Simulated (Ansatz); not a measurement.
# Structure relaxation of NaF

Method: Ansatz, DFT PBE, scalar-relativistic, plane waves, PAW. Cutoff 420 eV, Γ-centred k mesh, Gaussian smearing, no spin polarisation in the final step.

The start is a random cell of NaF without symmetry, drawn with lower limits on the distances.

```
Na F
1.0
     4.26866    0.00000    0.00000
     0.64563    4.26273    0.00000
     1.64712   -0.39939    3.08957
Na F
2 2
Direct
  0.73610 0.06942 0.62926
  0.37728 0.32682 0.34262
  0.95548 0.64093 0.58577
  0.75454 0.75063 0.12609
```

Cell and atoms relax at zero pressure; the relaxation can't lower the symmetry of the start. After a coarse first stage the cell is made exact in the group found at 0.06 Å.

The zero of energy is the elements' standard structures at the same level (F₂ as a molecule); no fitted shifts are applied.

(1) Describe the relaxed structure.

(2) What are its volume, energy, density and gap?

Results:

(1) It ends in Cmcm (No. 63). Conventional cell: a = 3.952 Å, b = 6.813 Å, c = 4.656 Å. Around Na lie 5 F at 2.27–2.33 Å; F is coordinated by 5 Na at 2.27–2.33 Å.

```
Na F
1.0
     1.97600   -3.40659    0.00000
     1.97600    3.40659    0.00000
     0.00000    0.00000    4.65562
Na F
2 2
Direct
  0.83305 0.16695 0.75000
  0.16695 0.83305 0.25000
  0.83307 0.16693 0.25000
  0.16693 0.83307 0.75000
```

(2) The volume per atom is 15.67 Å³. The density is 2.22 g/cm³, the energy over the elements is -2.675 eV/atom and the gap on the 8×8×6 mesh is 5.50 eV.

The final run used a 8×8×6 mesh on its 4-atom cell and 0.02 eV smearing. Symmetry constrained the relaxation, so the result can be a saddle point.

This form isn't the usual stable structure of the compound.

Cost: 2 runs of about 2.5 core-minutes in all, on Arm Neoverse V2 (shared hosts).